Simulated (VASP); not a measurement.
# W (Im-3m) in VASP: a series of runs

The runs below take W through relaxation of cell and atoms, electrostatic potential, with PBE.

All numbers are computed with VASP 6.6.1; they aren't measurements. Logs are shortened: lines on timing, memory, paths and dates and some standing lists are left out, and cuts for length are marked.

**1. The crystal as given**

It takes space group Im-3m (No. 229, cubic). The conventional cell has a = 3.150 Å, b = 3.150 Å, c = 3.150 Å, α = 90.00°, β = 90.00°, γ = 90.00°. W (site symmetry m-3m) has 8 W at 2.73 Å as nearest neighbours.

The cell was built by a generator and needn't be a form met in nature.

**2. Relaxation of cell and atoms, PBE**

INCAR reads:

```
PREC = Accurate ; ENCUT = 600
EDIFF = 1E-7 ; ISMEAR = 1
SIGMA = 0.1 ; LREAL = F
LASPH = T ; NELM = 120
ALGO = Normal ; ISIF = 3
LWAVE = F ; LCHARG = F
GGA = PE ; IBRION = 2
NSW = 40 ; EDIFFG = -0.005
```

KPOINTS reads:

```
regular mesh
0
Gamma
  18 18 18
```

POSCAR reads:

```
W
1.0
   -1.5750000000      1.5750000000      1.5750000000
    1.5750000000     -1.5750000000      1.5750000000
    1.5750000000      1.5750000000     -1.5750000000
W
1
Direct
    0.0000000000      0.0000000000      0.0000000000
```

Potentials or basis: VASP PAW PBE potentials, release 64 (W_sv).

Command:

```console
$ cat potpaw_PBE.64/W_sv/POTCAR > POTCAR
$ mpirun -np 1 vasp_std > vasp.out
```

OUTCAR:

```text
PREC = Accurate
   ENCUT = 600
   EDIFF = 1E-7
   ISMEAR = 1
   LREAL = F
   LASPH = T
   NELM = 120
   ISIF = 3
   GGA = PE
   IBRION = 2
   NSW = 40
   EDIFFG = -0.005

 ion  position               nearest neighbor table
   1  0.000  0.000  0.000-

  LATTYP: Found a body centered cubic cell.
 ALAT       =     3.1500000000

  Lattice vectors:

 A1 = (  -1.5750000000,   1.5750000000,   1.5750000000)
 A2 = (   1.5750000000,  -1.5750000000,   1.5750000000)
 A3 = (   1.5750000000,   1.5750000000,  -1.5750000000)

Analysis of symmetry for initial positions (statically):
=====================================================================
 Subroutine PRICEL returns:
 Original cell was already a primitive cell.

 Routine SETGRP: Setting up the symmetry group for a
 body centered cubic supercell.

 Subroutine GETGRP returns: Found 48 space group operations
 (whereof 48 operations were pure point group operations)
 out of a pool of 48 trial point group operations.

The static configuration has the point symmetry O_h .

Analysis of symmetry for dynamics (positions and initial velocities):
=====================================================================
 Subroutine PRICEL returns:
 Original cell was already a primitive cell.

 Routine SETGRP: Setting up the symmetry group for a
 body centered cubic supercell.

 Subroutine GETGRP returns: Found 48 space group operations
 (whereof 48 operations were pure point group operations)
 out of a pool of 48 trial point group operations.

The dynamic configuration has the point symmetry O_h .

 Subroutine INISYM returns: Found 48 space group operations
 (whereof 48 operations are pure point group operations),
 and found     1 'primitive' translations

----------------------------------------------------------------------------------------

                                     Primitive cell

  volume of cell :      15.6279

  direct lattice vectors                    reciprocal lattice vectors
    -1.575000000  1.575000000  1.575000000     0.000000000  0.317460317  0.317460317
     1.575000000 -1.575000000  1.575000000     0.317460317  0.000000000  0.317460317
     1.575000000  1.575000000 -1.575000000     0.317460317  0.317460317  0.000000000

  length of vectors
     2.727980022  2.727980022  2.727980022     0.448956686  0.448956686  0.448956686

  position of ions in fractional coordinates (direct lattice)
     0.000000000  0.000000000  0.000000000

  ion indices of the primitive-cell ions
   primitive index   ion index
                 1           1

----------------------------------------------------------------------------------------

 KPOINTS: regular mesh

Automatic generation of k-mesh.
 Grid dimensions read from file:
 generate k-points for:   18   18   18

 Generating k-lattice:

  Cartesian coordinates                     Fractional coordinates (reciprocal lattice)
     0.000000000  0.017636684  0.017636684     0.055555556  0.000000000  0.000000000
     0.017636684  0.000000000  0.017636684     0.000000000  0.055555556  0.000000000
     0.017636684  0.017636684  0.000000000     0.000000000  0.000000000  0.055555556

  Length of vectors
     0.024942038  0.024942038  0.024942038

  Shift w.r.t. Gamma in fractional coordinates (k-lattice)
     0.000000000  0.000000000  0.000000000

 Subroutine IBZKPT returns following result:
 ===========================================

 Found    195 irreducible k-points:

 Following reciprocal coordinates:
            Coordinates               Weight
  0.000000  0.000000  0.000000      1.000000
  0.055556  0.000000  0.000000     12.000000
  0.111111  0.000000  0.000000     12.000000
  0.166667  0.000000  0.000000     12.000000
  0.222222  0.000000  0.000000     12.000000
  0.277778  0.000000  0.000000     12.000000
[... 16 lines left out ...]
  0.333333  0.111111  0.000000     48.000000
  0.388889  0.111111 -0.000000     48.000000
 [... further k-points ...]
   k-points           NKPTS =    195   k-points in BZ     NKDIM =    195   number of bands    NBANDS=     11
   number of dos      NEDOS =    301   number of ions     NIONS =      1
   total plane-waves  NPLWV =  13824
   dimension x,y,z NGX =    24 NGY =   24 NGZ =   24
   dimension x,y,z NGXF=    48 NGYF=   48 NGZF=   48
   ions per type =               1
   NGX,Y,Z   is equivalent  to a cutoff of  14.63, 14.63, 14.63 a.u.
   NGXF,Y,Z  is equivalent  to a cutoff of  29.25, 29.25, 29.25 a.u.
 SYSTEM =  unknown system
   PREC   = accura    normal or accurate (medium, high low for compatibility)
   ISTART =      0    job   : 0-new  1-cont  2-samecut
   ICHARG =      2    charge: 1-file 2-atom 10-const
   ISPIN  =      1    spin polarized calculation?
   LNONCOLLINEAR =      F non collinear calculations
   LSORBIT =      F    spin-orbit coupling
   LASPH  =      T    aspherical Exc in radial PAW
   ENCUT  =  600.0 eV  44.10 Ry    6.64 a.u.   5.45  5.45  5.45*2*pi/ulx,y,z
   NELM   =    120;   NELMIN=  2; NELMDL= -5     # of ELM steps
   EDIFF  = 0.1E-06   stopping-criterion for ELM
   LREAL  =      F    real-space projection
   EDIFFG = -.5E-02   stopping-criterion for IOM
   NSW    =     40    number of steps for IOM
   IBRION =      2    ionic relax: 0-MD 1-quasi-New 2-CG
   NFREE  =      1    steps in history (QN), initial steepest desc. (CG)
   ISIF   =      3    stress and relaxation
   ISYM   =      2    0-nonsym 1-usesym 2-fastsym
   POTIM  = 0.5000    time-step for ionic-motion
   TEBEG  =    0.0;   TEEND  =   0.0 temperature during run
   PSTRESS=    0.0 pullay stress
   NELECT =      14.0000    total number of electrons
   NUPDOWN=      -1.0000    fix difference up-down
   EMIN   =  10.00;   EMAX   =-10.00  energy-range for DOS
   EFERMI =   0.00;   METHOD = LEGACY
   ISMEAR =     1;   SIGMA  =   0.10  broadening in eV -4-tet -1-fermi 0-gaus
   EFERMI_NEDOS =   21; number of points for ismear=-14 and -15
   IALGO  =     38    algorithm
   IMIX   =      4    mixing-type and parameters
     AMIX     =   0.40;   BMIX     =  1.00
     AMIX_MAG =   1.60;   BMIX_MAG =  1.00
  volume/ion in A,a.u.               =      15.63       105.46
  Fermi-wavevector in a.u.,A,eV,Ry     =   1.578157  2.982285 33.886404  2.490580
  Thomas-Fermi vector in A             =   2.678731
   LORBIT       =      0    0 simple, 1 ext, 2 COOP (PROOUT), +10 PAW based schemes
   GGA     = PE    functional components
   LHFCALC =     F    Hartree Fock is set to
   AEXX    =    0.0000 exact exchange contribution
   IVDW    =     0    specifies the selected vdW correction
   LEPSILON=     F    determine dielectric tensor
   LRPA    =     F    only Hartree local field effects (RPA)
 conjugate gradient relaxation of ions
 non-spin polarized calculation
 Methfessel and Paxton  Order N= 1 SIGMA  =   0.10
  energy-cutoff  :      600.00
  volume of cell :       15.63
 maximum number of plane-waves:       539
 NGX is ok and might be reduce to    24
   NGX = 11   NGY = 11   NGZ = 11

--------------------------------------- Ionic step        1  -------------------------------------------

 number of electron      14.0000001 magnetization

 Free energy of the ion-electron system (eV)
  ---------------------------------------------------
  ext. energy  EPLUGINS =         0.00000000
  ---------------------------------------------------
  free energy    TOTEN  =       -12.93169200 eV

  energy without entropy =      -12.93133749  energy(sigma->0) =      -12.93157383

------------------------ aborting loop because EDIFF is reached ----------------------------------------

  FORCE on cell =-STRESS in cart. coord.  units (eV):
  Direction    XX          YY          ZZ          XY          YZ          ZX
  --------------------------------------------------------------------------------------
  -------------------------------------------------------------------------------------
  Total        1.0794986      1.0794986      1.0794986      0.0000000      0.0000000      0.0000000
  in kB      110.6702811    110.6702811    110.6702811      0.0000000      0.0000000      0.0000000
  external PRESSURE =     110.6702811 kB  Pullay stress =       0.0000000 kB
[... 20 lines left out ...]
  energy  without entropy=      -12.9313374884  energy(sigma->0) =      -12.93157383

--------------------------------------- Ionic step        2  -------------------------------------------

 number of electron      14.0000003 magnetization

 E-fermi :   9.5306     XC(G=0): -12.8758

 val. band max:        9.5231967089   @ k =  -0.4444   0.4444   0.2778
 cond. band min:       9.5313047462   @ k =  -0.1667   0.1667   0.0556
 fundamental gap:      0.0081080373
 Fermi energy:         9.5305613580

 k-point     1 :       0.0000    0.0000    0.0000
  band No.  band energies     occupation
      1     -64.8435      2.00000
      2     -28.5647      2.00000
      3     -28.5647      2.00000
      4     -28.5647      2.00000
      5       0.6903      2.00000
      6       8.5195      2.00000
      7       8.5195      2.00000
      8       8.5195      2.00000
      9      11.4789     -0.00000
     10      11.4789     -0.00000
     11      23.7292      0.00000
[... 389 lines left out ...]
  energy  without entropy=      -12.9488883908  energy(sigma->0) =      -12.94925409

--------------------------------------- Ionic step        4  -------------------------------------------

 number of electron      14.0000002 magnetization

 Free energy of the ion-electron system (eV)
  ---------------------------------------------------
  ext. energy  EPLUGINS =         0.00000000
  ---------------------------------------------------
  free energy    TOTEN  =       -12.94948703 eV

  energy without entropy =      -12.94894371  energy(sigma->0) =      -12.94930593

 E-fermi :  11.1642     XC(G=0): -13.5306

 val. band max:       11.1603937232   @ k =  -0.2778   0.3333   0.2222
 cond. band min:      11.1768664801   @ k =   0.5000   0.5000   0.2222
 fundamental gap:      0.0164727569
 Fermi energy:        11.1641996400

 k-point     1 :       0.0000    0.0000    0.0000
  band No.  band energies     occupation
      1     -63.0379      2.00000
      2     -26.6281      2.00000
      3     -26.6281      2.00000
      4     -26.6281      2.00000
      5       1.6357      2.00000
      6       9.9712      2.00000
      7       9.9712      2.00000
      8       9.9712      2.00000
      9      13.3836      0.00000
     10      13.3836      0.00000
     11      25.6378      0.00000
[... 350 lines left out ...]
  FREE ENERGIE OF THE ION-ELECTRON SYSTEM (eV)
  ---------------------------------------------------
  free  energy   TOTEN  =       -12.9494870338 eV

  energy  without entropy=      -12.9489437076  energy(sigma->0) =      -12.94930593

 reached required accuracy - stopping structural energy minimisation
```

Wall time 34 s (1 thread of Intel Xeon 6975P-C (Granite Rapids), shared host); peak memory 0.18 GiB.

What came out:

| Property | Result |
| --- | --- |
| Free energy | -12.9495 eV |
| Relaxed volume | 16.16 Å³/atom |
| Relaxed cell | a = 2.759 Å, b = 2.759 Å, c = 2.759 Å, α = 109.47°, β = 109.47°, γ = 109.47° |
| Space group after relaxing (to 0.05 Å) | Im-3m (No. 229) |
| Energy gained by relaxing | 17.8 meV/atom |
| Ionic steps | 4 |
| Pressure after relaxing | 0.0 GPa |
| Band gap on the k mesh | none (metal or under the smearing width) |

Step by step:
```tsv
step	energy change (eV)	largest force (eV/Å)	pressure (GPa)	volume (Å³)
1	0.0000	0.0000	11.07	15.63
2	0.1808	0.0000	-27.99	18.20
3	-0.0177	0.0000	-0.54	16.19
4	-0.0178	0.0000	-0.03	16.16
```

Final structure:
```xyz
1
Lattice="-1.5927 1.5927 1.5927 1.5927 -1.5927 1.5927 1.5927 1.5927 -1.5927" Properties=species:S:1:pos:R:3 pbc="T T T"
W     0.0000    0.0000    0.0000
```

**3. Electrostatic potential, PBE**

This run uses another cell than the first one, of 16.16 Å³/atom, 1.034 times its volume.

INCAR reads:

```
PREC     = Accurate       # precision mode
ENCUT    = 520            # plane-wave cutoff, eV
EDIFF    = 1E-7           # SCF threshold, eV
ISMEAR   = 1              # smearing method
SIGMA    = 0.1            # smearing width, eV
LREAL    = F              # projectors in reciprocal space
LASPH    = T              # aspherical terms in the spheres
NELM     = 100            # most SCF steps
ALGO     = Normal         # electronic algorithm
ISIF     = 2              # what is computed and relaxed
LWAVE    = F              # write WAVECAR
LCHARG   = T              # write CHGCAR
GGA      = PE             # functional
LVHAR    = T
```

KPOINTS is that of step 2.

POSCAR reads:

```
W                                       
1.0
   -1.5927161751      1.5927161751      1.5927161751
    1.5927161751     -1.5927161751      1.5927161751
    1.5927161751      1.5927161751     -1.5927161751
  W             
     1
Direct
     0.0000000000000000    0.0000000000000000    0.0000000000000000
```

Potentials or basis: VASP PAW PBE potentials, release 64 (W_sv).

Command:

```console
$ cat potpaw_PBE.64/W_sv/POTCAR > POTCAR
$ mpirun -np 1 vasp_std > vasp.out
```

Wall time 11 s (1 thread of Intel Xeon 6975P-C (Granite Rapids), shared host); peak memory 0.16 GiB.

It converged, with:

| Quantity | Value |
| --- | --- |
| Free energy | -12.9494 eV |
| Pressure | -0.1 GPa |
| Band gap on the k mesh | none (metal or under the smearing width) |

Levels at points of the mesh, in eV from the Fermi level:
```
           k point  band 4  band 5  band 6  band 7  band 8  band 9  band 10  band 11
(0.00, 0.00, 0.00)  -37.79   -9.53   -1.19   -1.19   -1.19    2.22     2.22    14.47
(0.50, 0.00, 0.00)  -37.80   -6.15   -3.47    0.61    2.10    3.06     5.98    10.78
(0.50, 0.50, 0.50)  -38.64   -5.68   -5.68    5.03    5.03    5.03     8.09     8.09
```

The run has no spin-orbit coupling, so splittings on W are missing.
